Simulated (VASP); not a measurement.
Here is a VASP 6.6.1 calculation.

Contents of INCAR:

```
ALGO = Normal ; EDIFF = 1E-6
EDIFFG = -0.02 ; ENCUT = 600
IBRION = 2 ; ISIF = 3
ISMEAR = -1 ; LASPH = True
LCHARG = False ; LMIXTAU = True
LREAL = False ; LWAVE = False
METAGGA = LAK ; NELM = 60
NSW = 40 ; PREC = Accurate
SIGMA = 0.05
```

Contents of KPOINTS:

```
k-points
0
Gamma
  8 8 8
```

POSCAR

```
Si
1.0
    0.0000000000      2.7218511865      2.7218511865
    2.7218511865      0.0000000000      2.7218511865
    2.7218511865      2.7218511865      0.0000000000
Si
2
Direct
    0.5000000000      0.5000000000      0.5000000000
    0.7500000000      0.7500000000      0.7500000000
```

Potentials or basis: VASP PAW PBE potentials, release 64 (Si).

Launch:

```console
$ cat potpaw_PBE.64/Si/POTCAR > POTCAR
$ mpirun -np 1 vasp_std > vasp.out
```

What does it give for the band gap on the k mesh?

1.22 eV, indirect (least direct gap 2.97 eV).

Estimate the relaxed volume.

20.37 Å³/atom.

Estimate the space group after relaxing (to 0.05 Å).

Fd-3m (No. 227).

Predict the relaxed cell.

a = 3.862 Å, b = 3.862 Å, c = 3.862 Å, α = 60.00°, β = 60.00°, γ = 60.00°.

The path:
```tsv
step	energy change (eV)	largest force (eV/Å)	pressure (GPa)	volume (Å³)
1	0.0000	0.0000	1.03	40.33
2	-0.0004	0.0000	-0.81	41.09
3	-0.0013	0.0000	0.01	40.75
```

Caveat: the PAW data sets were made with another functional, which shifts forces and pressure a little. A k mesh can miss the band edges.
